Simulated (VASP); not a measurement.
# SnGe15 (P-42m) in VASP: relaxation of the atoms with PBEsol

Aim: the relaxation of the atoms of SnGe15 with PBEsol.

Program: VASP 6.6.1. These are calculated values, not measurements. Logs are shortened: lines on timing, memory, paths and dates and some standing lists are left out, and cuts for length are marked.

## Step 1: The crystal as given

It takes space group P-42m (No. 111, tetragonal). Conventional cell: a = 5.676 Å, b = 5.676 Å, c = 11.535 Å, α = 90.00°, β = 90.00°, γ = 90.00°. Ge (site symmetry m) is surrounded by 3 Ge at 2.47 Å and 1 Sn at 2.47 Å. Around Ge (site symmetry m) lie 4 Ge at 2.47 Å. Ge (site symmetry 2) is surrounded by 4 Ge at 2.47 Å. Ge (site symmetry -42m) is surrounded by 4 Ge at 2.47 Å. Ge (site symmetry -42m) has 4 Ge at 2.47 Å as nearest neighbours. Ge (site symmetry -42m) is surrounded by 4 Ge at 2.47 Å. Sn (site symmetry -42m) has 4 Ge at 2.47 Å as nearest neighbours.

The cell comes from a database or a generator and needn't be the stable form of this composition.

## Step 2: Relaxation of the atoms, PBEsol

Input file INCAR:

```
SYSTEM = SnGe15
  PREC = Accurate
  ENCUT = 400
  EDIFF = 1E-6
  ISMEAR = 0
  SIGMA = 0.02
  LREAL = .FALSE.
  LASPH = .TRUE.
  NELM = 60
  ALGO = Normal
  ISIF = 2
  LWAVE = .FALSE.
  LCHARG = .FALSE.
  GGA = PS
  IBRION = 2
  NSW = 60
  EDIFFG = -0.01
```

Input file KPOINTS:

```
Automatic mesh
0
G
  6 6 3
  0 0 0
```

Input file POSCAR:

```
SnGe15
1.0
    5.6760000000      0.0000000000      0.0000000000
    0.0000000000      5.6760000000      0.0000000000
    0.0000000000      0.0000000000     11.5345200000
Ge Sn
15 1
Direct
    0.0000000000      0.0000000000      0.0000000000
    0.0000000000      0.5000000000      0.2500000000
    0.5000000000      0.0000000000      0.2500000000
    0.5000000000      0.5000000000      0.0000000000
    0.2500000000      0.2500000000      0.1250000000
    0.2500000000      0.7500000000      0.3750000000
    0.7500000000      0.2500000000      0.3750000000
    0.7500000000      0.7500000000      0.1250000000
    0.0000000000      0.0000000000      0.5000000000
    0.0000000000      0.5000000000      0.7500000000
    0.5000000000      0.0000000000      0.7500000000
    0.5000000000      0.5000000000      0.5000000000
    0.2500000000      0.2500000000      0.6250000000
    0.2500000000      0.7500000000      0.8750000000
    0.7500000000      0.7500000000      0.6250000000
    0.7500000000      0.2500000000      0.8750000000
```

Potentials or basis: VASP PAW PBE potentials, release 64 (Ge_d, Sn_d).

Launch:

```sh
cat potpaw_PBE.64/Ge_d/POTCAR potpaw_PBE.64/Sn_d/POTCAR > POTCAR
mpirun -np 1 vasp_std > vasp.out
```

OUTCAR:

```text
SYSTEM = SnGe15
   PREC = Accurate
   ENCUT = 400
   EDIFF = 1E-6
   ISMEAR = 0
   LREAL = .FALSE.
   LASPH = .TRUE.
   NELM = 60
   ISIF = 2
   GGA = PS
   IBRION = 2
   NSW = 60
   EDIFFG = -0.01

 ion  position               nearest neighbor table
   1  0.000  0.000  0.000-   5 2.47   8 2.47  14 2.47  16 2.47
   2  0.000  0.500  0.250-   5 2.47   6 2.47   7 2.47   8 2.47
   3  0.500  0.000  0.250-   5 2.47   6 2.47   7 2.47   8 2.47
   4  0.500  0.500  0.000-   5 2.47   8 2.47  14 2.47  16 2.47
   5  0.250  0.250  0.125-   1 2.47   2 2.47   3 2.47   4 2.47
   6  0.250  0.750  0.375-   2 2.47   3 2.47   9 2.47  12 2.47
[... 8 lines left out ...]
  15  0.750  0.750  0.625-   9 2.47  10 2.47  11 2.47  12 2.47
  16  0.750  0.250  0.875-   1 2.47   4 2.47  10 2.47  11 2.47

  LATTYP: Found a simple tetragonal cell.
 ALAT       =     5.6760000000
 C/A-ratio  =     2.0321564482

  Lattice vectors:

 A1 = (   5.6760000000,   0.0000000000,   0.0000000000)
 A2 = (   0.0000000000,   5.6760000000,   0.0000000000)
 A3 = (   0.0000000000,   0.0000000000,  11.5345200000)

Analysis of symmetry for initial positions (statically):
=====================================================================
 Subroutine PRICEL returns:
 Original cell was already a primitive cell.

 Routine SETGRP: Setting up the symmetry group for a
 simple tetragonal supercell.

 Subroutine GETGRP returns: Found  8 space group operations
 (whereof  2 operations were pure point group operations)
 out of a pool of 16 trial point group operations.

The static configuration has the point symmetry C_1h.
 The point group associated with its full space group is D_2d.

Analysis of symmetry for dynamics (positions and initial velocities):
=====================================================================
 Subroutine PRICEL returns:
 Original cell was already a primitive cell.

 Routine SETGRP: Setting up the symmetry group for a
 simple tetragonal supercell.

 Subroutine GETGRP returns: Found  8 space group operations
 (whereof  2 operations were pure point group operations)
 out of a pool of 16 trial point group operations.

The dynamic configuration has the point symmetry C_1h.
 The point group associated with its full space group is D_2d.

 Subroutine INISYM returns: Found  8 space group operations
 (whereof  2 operations are pure point group operations),
 and found     1 'primitive' translations

----------------------------------------------------------------------------------------

                                     Primitive cell

  volume of cell :     371.6074

  direct lattice vectors                    reciprocal lattice vectors
     5.676000000  0.000000000  0.000000000     0.176180409  0.000000000  0.000000000
     0.000000000  5.676000000  0.000000000     0.000000000  0.176180409  0.000000000
     0.000000000  0.000000000 11.534520000     0.000000000  0.000000000  0.086696282

  length of vectors
     5.676000000  5.676000000 11.534520000     0.176180409  0.176180409  0.086696282

  position of ions in fractional coordinates (direct lattice)
     0.000000000  0.000000000  0.000000000
     0.000000000  0.500000000  0.250000000
     0.500000000  0.000000000  0.250000000
     0.500000000  0.500000000  0.000000000
     0.250000000  0.250000000  0.125000000
     0.250000000  0.750000000  0.375000000
[... 8 lines left out ...]
     0.750000000  0.750000000  0.625000000
     0.750000000  0.250000000  0.875000000

  ion indices of the primitive-cell ions
   primitive index   ion index
                 1           1
                 2           2
                 3           3
                 4           4
                 5           5
                 6           6
[... 8 lines left out ...]
                15          15
                16          16

----------------------------------------------------------------------------------------

 KPOINTS: Automatic mesh

Automatic generation of k-mesh.
 Grid dimensions read from file:
 generate k-points for:    6    6    3

 Generating k-lattice:

  Cartesian coordinates                     Fractional coordinates (reciprocal lattice)
     0.029363401  0.000000000  0.000000000     0.166666667  0.000000000  0.000000000
     0.000000000  0.029363401  0.000000000     0.000000000  0.166666667  0.000000000
     0.000000000  0.000000000  0.028898761     0.000000000  0.000000000  0.333333333

  Length of vectors
     0.029363401  0.029363401  0.028898761

  Shift w.r.t. Gamma in fractional coordinates (k-lattice)
     0.000000000  0.000000000  0.000000000

 Subroutine IBZKPT returns following result:
 ===========================================

 Found     20 irreducible k-points:

 Following reciprocal coordinates:
            Coordinates               Weight
  0.000000  0.000000  0.000000      1.000000
  0.166667  0.000000  0.000000      4.000000
  0.333333  0.000000  0.000000      4.000000
  0.500000  0.000000  0.000000      2.000000
  0.166667  0.166667  0.000000      4.000000
  0.333333  0.166667  0.000000      8.000000
[... 12 lines left out ...]
  0.500000  0.333333  0.333333      8.000000
  0.500000  0.500000  0.333333      2.000000
   k-points           NKPTS =     20   k-points in BZ     NKDIM =     20   number of bands    NBANDS=    134
   number of dos      NEDOS =    301   number of ions     NIONS =     16
   total plane-waves  NPLWV = 128000
   dimension x,y,z NGX =    40 NGY =   40 NGZ =   80
   dimension x,y,z NGXF=    80 NGYF=   80 NGZF=  160
   ions per type =              15   1
   NGX,Y,Z   is equivalent  to a cutoff of  11.72, 11.72, 11.53 a.u.
   NGXF,Y,Z  is equivalent  to a cutoff of  23.43, 23.43, 23.06 a.u.
 SYSTEM =  SnGe15
   PREC   = accura    normal or accurate (medium, high low for compatibility)
   ISTART =      0    job   : 0-new  1-cont  2-samecut
   ICHARG =      2    charge: 1-file 2-atom 10-const
   ISPIN  =      1    spin polarized calculation?
   LNONCOLLINEAR =      F non collinear calculations
   LSORBIT =      F    spin-orbit coupling
   LASPH  =      T    aspherical Exc in radial PAW
   ENCUT  =  400.0 eV  29.40 Ry    5.42 a.u.   9.26  9.26 18.81*2*pi/ulx,y,z
   NELM   =     60;   NELMIN=  2; NELMDL= -5     # of ELM steps
   EDIFF  = 0.1E-05   stopping-criterion for ELM
   LREAL  =      F    real-space projection
   EDIFFG = -.1E-01   stopping-criterion for IOM
   NSW    =     60    number of steps for IOM
   IBRION =      2    ionic relax: 0-MD 1-quasi-New 2-CG
   NFREE  =      1    steps in history (QN), initial steepest desc. (CG)
   ISIF   =      2    stress and relaxation
   ISYM   =      2    0-nonsym 1-usesym 2-fastsym
   POTIM  = 0.5000    time-step for ionic-motion
   TEBEG  =    0.0;   TEEND  =   0.0 temperature during run
   PSTRESS=    0.0 pullay stress
   NELECT =     224.0000    total number of electrons
   NUPDOWN=      -1.0000    fix difference up-down
   EMIN   =  10.00;   EMAX   =-10.00  energy-range for DOS
   EFERMI =   0.00;   METHOD = LEGACY
   ISMEAR =     0;   SIGMA  =   0.02  broadening in eV -4-tet -1-fermi 0-gaus
   EFERMI_NEDOS =   21; number of points for ismear=-14 and -15
   IALGO  =     38    algorithm
   IMIX   =      4    mixing-type and parameters
     AMIX     =   0.40;   BMIX     =  1.00
     AMIX_MAG =   1.60;   BMIX_MAG =  1.00
  volume/ion in A,a.u.               =      23.23       156.73
  Fermi-wavevector in a.u.,A,eV,Ry     =   1.382917  2.613334 26.020585  1.912459
  Thomas-Fermi vector in A             =   2.507563
   LORBIT       =      0    0 simple, 1 ext, 2 COOP (PROOUT), +10 PAW based schemes
   GGA     = PS    functional components
   LHFCALC =     F    Hartree Fock is set to
   AEXX    =    0.0000 exact exchange contribution
   IVDW    =     0    specifies the selected vdW correction
   LEPSILON=     F    determine dielectric tensor
   LRPA    =     F    only Hartree local field effects (RPA)
 conjugate gradient relaxation of ions
 non-spin polarized calculation
 Gauss-broadening in eV      SIGMA  =   0.02
  energy-cutoff  :      400.00
  volume of cell :      371.61
 maximum number of plane-waves:      6776
 NGX is ok and might be reduce to    40
   NGX = 19   NGY = 19   NGZ = 37

--------------------------------------- Ionic step        1  -------------------------------------------

 number of electron     223.9999634 magnetization

 Free energy of the ion-electron system (eV)
  ---------------------------------------------------
  ext. energy  EPLUGINS =         0.00000000
  ---------------------------------------------------
  free energy    TOTEN  =       -77.69051118 eV

  energy without entropy =      -77.69022549  energy(sigma->0) =      -77.69036834

------------------------ aborting loop because EDIFF is reached ----------------------------------------

  FORCE on cell =-STRESS in cart. coord.  units (eV):
  Direction    XX          YY          ZZ          XY          YZ          ZX
  --------------------------------------------------------------------------------------
  -------------------------------------------------------------------------------------
  Total        2.9900846      2.9900846      0.5919002      0.0000000      0.0000000     -0.0000000
  in kB       12.8916872     12.8916872      2.5519652      0.0000000      0.0000000     -0.0000000
  external PRESSURE =       9.4451132 kB  Pullay stress =       0.0000000 kB
[... 131 lines left out ...]
  FREE ENERGIE OF THE ION-ELECTRON SYSTEM (eV)
  ---------------------------------------------------
  free  energy   TOTEN  =       -77.9813590698 eV

  energy  without entropy=      -77.9811092477  energy(sigma->0) =      -77.98123416

[... ionic steps 4 to 8 ...]

--------------------------------------- Ionic step        9  -------------------------------------------

 number of electron     223.9999894 magnetization

------------------------ aborting loop because EDIFF is reached ----------------------------------------

  FORCE on cell =-STRESS in cart. coord.  units (eV):
  Direction    XX          YY          ZZ          XY          YZ          ZX
  --------------------------------------------------------------------------------------
  -------------------------------------------------------------------------------------
  Total        2.0433337      2.0433337     -0.4134733      0.0000000      0.0000000      0.0000000
  in kB        8.8097905      8.8097905     -1.7826815      0.0000000      0.0000000      0.0000000
  external PRESSURE =       5.2789665 kB  Pullay stress =       0.0000000 kB
[... 85 lines left out ...]
  energy  without entropy=      -78.0155458299  energy(sigma->0) =      -78.01564970

--------------------------------------- Ionic step       11  -------------------------------------------

 number of electron     223.9999883 magnetization

 Free energy of the ion-electron system (eV)
  ---------------------------------------------------
  ext. energy  EPLUGINS =         0.00000000
  ---------------------------------------------------
  free energy    TOTEN  =       -78.01591299 eV

  energy without entropy =      -78.01570692  energy(sigma->0) =      -78.01580995

 E-fermi :   4.9536     XC(G=0): -10.0681

 val. band max:        4.9455043624   @ k =   0.5000   0.5000   0.0000
 cond. band min:       4.9688042614   @ k =   0.5000   0.5000   0.0000
 fundamental gap:      0.0232998990
 Fermi energy:         4.9536216144

 k-point     1 :       0.0000    0.0000    0.0000
  band No.  band energies     occupation
      1     -19.8493      2.00000
      2     -19.8493      2.00000
      3     -19.8468      2.00000
      4     -19.8466      2.00000
      5     -19.8365      2.00000
      6     -19.8365      2.00000
[... 2529 lines left out ...]
    123       8.4867      0.00000
    124       8.6606      0.00000
 [bands above 124 left out]

------------------------ aborting loop because EDIFF is reached ----------------------------------------

  FORCE on cell =-STRESS in cart. coord.  units (eV):
  Direction    XX          YY          ZZ          XY          YZ          ZX
  --------------------------------------------------------------------------------------
  -------------------------------------------------------------------------------------
  Total        2.0286881      2.0286881     -0.4296811      0.0000000     -0.0000000      0.0000000
  in kB        8.7466462      8.7466462     -1.8525609      0.0000000     -0.0000000      0.0000000
  external PRESSURE =       5.2135772 kB  Pullay stress =       0.0000000 kB
[... 31 lines left out ...]
  FREE ENERGIE OF THE ION-ELECTRON SYSTEM (eV)
  ---------------------------------------------------
  free  energy   TOTEN  =       -78.0159129866 eV

  energy  without entropy=      -78.0157069176  energy(sigma->0) =      -78.01580995

 reached required accuracy - stopping structural energy minimisation
```

It took 77 min on 1 thread of Intel Xeon Platinum 8559C (Emerald Rapids), shared host; peak memory 0.67 GiB.

What came out:

```
Free energy                  : -78.0159 eV
Energy gained by relaxing    : 20.3 meV/atom
Ionic steps                  : 11
Pressure after relaxing      : 0.5 GPa
Largest force after relaxing : 0.006 eV/Å
Band gap on the k mesh       : none (metal or under the smearing width)
```

Forces on the atoms (eV/Å):
```
Ge  -0.002  0.002 -0.002
Ge   0.003  0.003 -0.001
Ge  -0.003 -0.003 -0.001
Ge   0.002 -0.002 -0.002
Ge   0.000  0.000  0.006
Ge   0.000  0.000  0.000
Ge   0.000  0.000  0.000
Ge   0.000  0.000  0.006
Ge   0.003 -0.003  0.001
Ge  -0.002 -0.002  0.002
Ge   0.002  0.002  0.002
Ge  -0.003  0.003  0.001
Ge   0.000  0.000 -0.006
Ge   0.000  0.000  0.000
Ge   0.000  0.000 -0.006
Sn   0.000  0.000  0.000
```

The path:
| step | energy change (eV) | largest force (eV/Å) | pressure (GPa) |
| --- | --- | --- | --- |
| 1 | 0.0000 | 1.4958 | 0.94 |
| 2 | -0.2682 | 0.3808 | 0.64 |
| 3 | -0.2908 | 0.3227 | 0.56 |
| 4 | -0.3113 | 0.1311 | 0.55 |
| 5 | -0.3157 | 0.1445 | 0.54 |
| 6 | -0.3158 | 0.1484 | 0.54 |
| 7 | -0.3226 | 0.0649 | 0.53 |
| 8 | -0.3237 | 0.0685 | 0.53 |
| 9 | -0.3238 | 0.0776 | 0.53 |
| 10 | -0.3252 | 0.0234 | 0.52 |
| 11 | -0.3254 | 0.0059 | 0.52 |

Final structure:
```cif
data_structure
_symmetry_space_group_name_H-M 'P 1'
_symmetry_Int_Tables_number 1
_cell_length_a 5.6760
_cell_length_b 5.6760
_cell_length_c 11.5345
_cell_angle_alpha 90.000
_cell_angle_beta 90.000
_cell_angle_gamma 90.000
_cell_volume 371.61
loop_
_atom_site_label
_atom_site_type_symbol
_atom_site_fract_x
_atom_site_fract_y
_atom_site_fract_z
_atom_site_occupancy
Ge1 Ge 0.01058 0.98942 0.00650 1
Ge2 Ge 0.99793 0.49793 0.25205 1
Ge3 Ge 0.50207 0.00207 0.25205 1
Ge4 Ge 0.48942 0.51058 0.00650 1
Ge5 Ge 0.25000 0.25000 0.12899 1
Ge6 Ge 0.25000 0.75000 0.37500 1
Ge7 Ge 0.75000 0.25000 0.37500 1
Ge8 Ge 0.75000 0.75000 0.12899 1
Ge9 Ge 0.99793 0.00207 0.49795 1
Ge10 Ge 0.01058 0.51058 0.74350 1
Ge11 Ge 0.48942 0.98942 0.74350 1
Ge12 Ge 0.50207 0.49793 0.49795 1
Ge13 Ge 0.25000 0.25000 0.62101 1
Ge14 Ge 0.25000 0.75000 0.87500 1
Ge15 Ge 0.75000 0.75000 0.62101 1
Sn1 Sn 0.75000 0.25000 0.87500 1
```

Levels at points of the mesh, in eV from the Fermi level:
```csv
k point,band 110,band 111,band 112,band 113,band 114,band 115
"(0.00, 0.00, 0.00)",-0.17,-0.06,0.09,0.09,0.62,0.62
"(0.50, 0.00, 0.00)",-1.54,-1.41,-1.37,0.88,0.92,1.70
"(0.50, 0.50, 0.00)",-1.28,-0.96,-0.96,-0.01,0.02,0.02
```

Caveat: the PAW data sets were made with another functional, which shifts forces and pressure a little.
